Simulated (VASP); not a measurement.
# GaN: equation of state with PBE

GaN:

```
Ga N
1.0
     0.00000    2.13524    2.13524
     2.13524    0.00000    2.13524
     2.13524    2.13524    0.00000
Ga N
1 1
Direct
  0.00000 0.00000 0.00000
  0.50000 0.50000 0.50000
```

Measurements of this composition are mostly on another form, of space group No. 186.

```yaml
Program: VASP 6.6.1
Task: equation of state
Functional: PBE
Potentials_or_basis: VASP PAW PBE potentials, release 64 (Ga_d, N)
Cutoff: 520 eV
k_mesh: 11 × 11 × 11
Occupations: fermi-dirac, width 0.05 eV
Spin: no spin polarisation
```

```json
{
  "Equilibrium volume": "9.76 Å³/atom",
  "Bulk modulus": "207 GPa",
  "Pressure derivative of the bulk modulus": "4.8"
}
```

Energy against volume, from the lowest point:
| volume (Å³/atom) | energy (meV/atom) |
| --- | --- |
| 9.151 | 27.79 |
| 9.346 | 12.34 |
| 9.540 | 3.30 |
| 9.735 | 0.00 |
| 9.930 | 1.81 |
| 10.124 | 8.17 |
| 10.319 | 18.58 |

All runs of the series together: 2.4 min on 1 thread of Intel(R) Xeon(R) Platinum 8375C CPU @ 2.90GHz (Ice Lake), with other jobs on the host.
